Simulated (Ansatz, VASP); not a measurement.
MoS2: VASP beside Ansatz

```
S Mo
1.0
     3.11677    0.00000    0.00000
    -1.55838    2.69920    0.00000
     0.00000    0.00000   30.04000
S Mo
2 1
Direct
  0.66667 0.33333 0.23289
  0.66667 0.33333 0.33702
  0.33333 0.66667 0.28495
```

Alike in both runs: functional PBEsol; dispersion D3(BJ); k mesh 12 × 12 × 1; occupations gaussian, width 0.03 eV; no spin polarisation.

Ansatz relaxed the structure, and its values are those at the end. VASP's run is a single point on that final structure, the one shown.

```csv
,VASP,Ansatz
version,VASP 6.6.1,Ansatz 0.2.0
potentials or method,"VASP PAW PBE potentials, release 64 (S, Mo_sv)","scalar-relativistic, plane waves, PAW"
plane-wave cutoff (eV),520,420
valence electrons in the cell,26,26
```

|  | VASP | Ansatz | Ansatz less VASP |
| --- | --- | --- | --- |
| gap on the k mesh at the Fermi level (eV) | 1.90 | 1.90 | -0.005 |
| least direct gap on the mesh (eV) | 1.90 | 1.90 | -0.005 |

Ansatz warned: «slab_cell_height_set».

 Expect the measured gap to be larger: semilocal functionals such as PBEsol lack the derivative discontinuity.
